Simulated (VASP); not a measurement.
**SiC: relaxation of cell and atoms with RPBE**

SiC:

```
Si C
1.0
     0.00000    2.17700    2.17700
     2.17700    0.00000    2.17700
     2.17700    2.17700    0.00000
Si C
1 1
Direct
  0.75000 0.75000 0.75000
  0.00000 0.00000 0.00000
```

The cell is a database's computed one.

```json
{"Program": "VASP 6.6.1", "Task": "relaxation of cell and atoms", "Functional": "RPBE", "Potentials or basis": "VASP PAW PBE potentials, release 64 (Si, C)", "Cutoff": "600 eV", "k mesh": "10 × 10 × 10", "Occupations": "gaussian, width 0.02 eV", "Spin": "no spin polarisation", "Further INCAR settings": "ALGO = Normal; EDIFF = 1e-07; IBRION = 2; EDIFFG = -0.005; NSW = 90; ISIF = 3"}
```

```json
{
 "Relaxed volume": "10.63 Å³/atom",
 "Relaxed cell": "a = 3.110 Å, b = 3.110 Å, c = 3.110 Å, α = 60.00°, β = 60.00°, γ = 60.00°",
 "Space group after relaxing (to 0.05 Å)": "F-43m (No. 216)",
 "Energy gained by relaxing": "6.2 meV/atom",
 "Ionic steps": "3",
 "Pressure after relaxing": "0.0 GPa",
 "Band gap on the k mesh": "1.39 eV, indirect (least direct gap 4.51 eV)"
}
```

The path:
```csv
step,energy change (eV),largest force (eV/Å),pressure (GPa),volume (Å³)
1,0.0000,0.0000,6.50,20.63
2,-0.0002,0.0000,-5.82,21.91
3,-0.0123,0.0000,-0.02,21.26
```

Final structure:
```
Si C
1.0
     0.00000    2.19881    2.19881
     2.19881    0.00000    2.19881
     2.19881    2.19881    0.00000
Si C
1 1
Direct
  0.75000 0.75000 0.75000
  0.00000 0.00000 0.00000
```

Levels at points of the mesh, in eV from the valence-band top:
```
           k point  band 1  band 2  band 3  band 4  band 5  band 6  band 7  band 8
(0.00, 0.00, 0.00)  -15.21    0.00    0.00    0.00    5.93    7.17    7.17    7.17
(0.50, 0.00, 0.00)  -11.76   -8.37   -1.04   -1.04    5.23    7.14    7.14    9.96
(0.50, 0.50, 0.00)  -10.36   -7.68   -3.12   -3.12    1.39    4.29   13.79   13.79
```

Wall time 29 s on 1 thread of AMD EPYC 7R13 Processor (Zen 3), on a shared host, peak memory 0.12 GiB.

Caveat: the PAW data sets were made with another functional, which shifts forces and pressure a little. Expect the measured gap to be larger: semilocal functionals such as RPBE lack the derivative discontinuity.
